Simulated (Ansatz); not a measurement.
A run of Ansatz 0.2.0 is set up as follows.

File input.yaml:

```yaml
crystal:
  lattice:
    - [3.2274645616, 0.0, 0.0]
    - [-1.6137322808, 2.7950663001, 0.0]
    - [0.0, 0.0, 6.31247342]
  atoms:
    - { symbol: Mo, position: [0.0, 0.0, 0.5] }
    - { symbol: S, position: [0.6666666667, 0.3333333333, 0.74468068] }
    - { symbol: S, position: [0.3333333333, 0.6666666667, 0.25531932] }
hamiltonian:
  xc: pbesol
  pseudopotentials: { kind: paw }
kpoints:
  mp_grid: { grid: [8, 8, 4] }
scf:
  occupations: { method: fermi_dirac, width: 0.05 }
  n_extra_bands: 7
output:
  forces: true
  stress: true
  eigenvalues: true
  dos: { projected: false, de: 0.05, nscf_kmesh: { grid: [12, 12, 6] } }
```

Potentials or basis: Ansatz PAW.

Launch:

```console
$ ansatz run input.yaml --threads 2 --pin off --max-ram 5632MiB --backend cpu --events-out ev --progress --plain --runs-dir out
```

**Question.** Predict the density of states at the Fermi level.

**Answer.** 0.81 states/eV per cell.

**Question.** Estimate the band gap on the k mesh.

**Answer.** None (metal or under the smearing width).

**Question.** Estimate the largest force.

**Answer.** 0.007 eV/Å.

**Question.** Estimate the pressure.

**Answer.** -3.4 GPa.

States per cell in windows of 1 eV (zero at the Fermi level; states under -8 eV left out):
```tsv
from (eV)	total
-8.0	0.00
-7.0	0.88
-6.0	2.67
-5.0	3.21
-4.0	2.25
-3.0	2.32
-2.0	1.31
-1.0	1.31
0.0	2.59
1.0	1.47
2.0	1.64
3.0	1.83
4.0	0.54
5.0	0.40
6.0	1.59
7.0	2.20
```

Caveat: this functional lacks dispersion, which binds the layers, so the pressure and a relaxed spacing across them are unreliable; the PAW data sets come from PBE, with cores solved anew for the run's functional, which leaves a small shift of forces and pressure.
